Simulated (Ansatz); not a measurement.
Comparing deformations in WS2

The calculation used Ansatz 0.2.0, DFT PBE+D3(BJ), scalar-relativistic, plane waves, PAW. Settings: plane waves to 420 eV, k-mesh 12×12×4 (Γ-centred), Gaussian smearing 0.05 eV. Spin–orbit coupling is left out, which can shift energies with elements as heavy as these. No spin polarisation. Energies are free energies at this smearing, counted from the undisturbed cell; pressure is positive in compression.

Zero of the scan (relaxed at this level):

```
W S
1.0
     3.15421    0.00000    0.00000
    -1.57710    2.73162    0.00000
     0.00000    0.00000   12.13990
W S
2 4
Direct
  0.33333 0.66667 0.25000
  0.66667 0.33333 0.75000
  0.33333 0.66667 0.62029
  0.66667 0.33333 0.12029
  0.33333 0.66667 0.87971
  0.66667 0.33333 0.37971
```

The cell is strained by ε times a Voigt pattern (xx, yy, zz, yz, xz, xy; engineering shear) with fractional coordinates fixed. τ = (1/V0) dE/dε comes from the stress tensor. Of each scan, only the three points used here are listed.

```
           pattern        ε  τ (GPa)
(1, 1, 0, 0, 0, 0)  -0.0150   -12.07
(1, 1, 0, 0, 0, 0)   0.0000     0.03
(1, 1, 0, 0, 0, 0)   0.0150    10.83
(0, 0, 0, 1, 0, 0)  -0.0150    -2.40
(0, 0, 0, 1, 0, 0)   0.0000     0.00
(0, 0, 0, 1, 0, 0)   0.0150     2.40
```

**Question.** Which constants do the scans give, and which deformation costs least for the same size of strain tensor?

**Answer.** The slope dτ/dε at zero (parabola through three points) is pᵀCp: (1, 1, 0, 0, 0, 0) gives C11 + C22 + 2 C12 = 763 GPa; (0, 0, 0, 1, 0, 0) gives C44 = 160 GPa. The size of the strain tensor, ε:ε, is ε² times 2.0, 0.5. Per unit of it the stiffnesses are 382, 321 GPa, so (0, 0, 0, 1, 0, 0) is the softest of these: at ε:ε = (1 %)² the quadratic term costs 1.74 meV/atom against 2.08 for the stiffest. These are clamped-ion values.

Forces appear on the atoms along this scan, and letting them relax would lower the energy and soften the response.

Cost: 16 runs of about 5.6 core-minutes in all, on Intel Xeon Platinum 8259CL (Skylake/Cascade Lake) (shared hosts).